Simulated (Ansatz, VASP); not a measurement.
Given: the input of a run of VASP 6.6.1 on In.

File INCAR:

```
PREC = Accurate ; ENCUT = 520
EDIFF = 1E-7 ; ISMEAR = -1
SIGMA = 0.05 ; LREAL = F
LASPH = T ; NELM = 60
ALGO = Normal ; ISIF = 2
LWAVE = F ; LCHARG = F
GGA = PE ; NBANDS = 12
```

File KPOINTS:

```
regular mesh
0
Gamma
  11 11 11
```

POSCAR

```
In
1.0
   -1.6145604767      1.6145604767      2.4570974863
    1.6145604767     -1.6145604767      2.4570974863
    1.6145604767      1.6145604767     -2.4570974863
In
1
Direct
    0.0000000000      0.0000000000      0.0000000000
```

Potentials or basis: VASP PAW PBE potentials, release 64 (In_d).

Command:

```sh
$ cat potpaw_PBE.64/In_d/POTCAR > POTCAR
$ mpirun -np 1 vasp_std > vasp.out
```

Q: Set up the same calculation for Ansatz 0.2.0. Potentials there: Ansatz PAW.

A: As run (the cutoff follows the program's own potentials):

input.yaml

```yaml
crystal:
  lattice:
    - [-1.6145604767, 1.6145604767, 2.4570974863]
    - [1.6145604767, -1.6145604767, 2.4570974863]
    - [1.6145604767, 1.6145604767, -2.4570974863]
  atoms:
    - { symbol: In, position: [0.0, 0.0, 0.0] }
hamiltonian:
  xc: pbe
  pseudopotentials: { kind: paw }
kpoints:
  mp_grid: { grid: [11, 11, 11] }
scf:
  occupations: { method: fermi_dirac, width: 0.05 }
output:
  forces: true
  stress: true
  eigenvalues: true
```

Potentials or basis: Ansatz PAW.

Command:

```console
$ ansatz run input.yaml --threads 1 --pin off --max-ram 3584MiB --backend cpu --events-out ev --progress --plain --runs-dir out
```

Both were run:

|  | VASP | Ansatz | Ansatz less VASP |
| --- | --- | --- | --- |
| gap on the k mesh at the Fermi level (eV) | none | none | - |
| pressure (GPa) | 3.0 | 3.0 | +0.04 |
| largest component of the traceless stress (GPa) | 0.44 | 0.44 | 0.000 |

A gap of «none» marks a metal or a gap that the smearing closes. With one functional, cell and mesh, what is left measures potentials, basis and numerics.
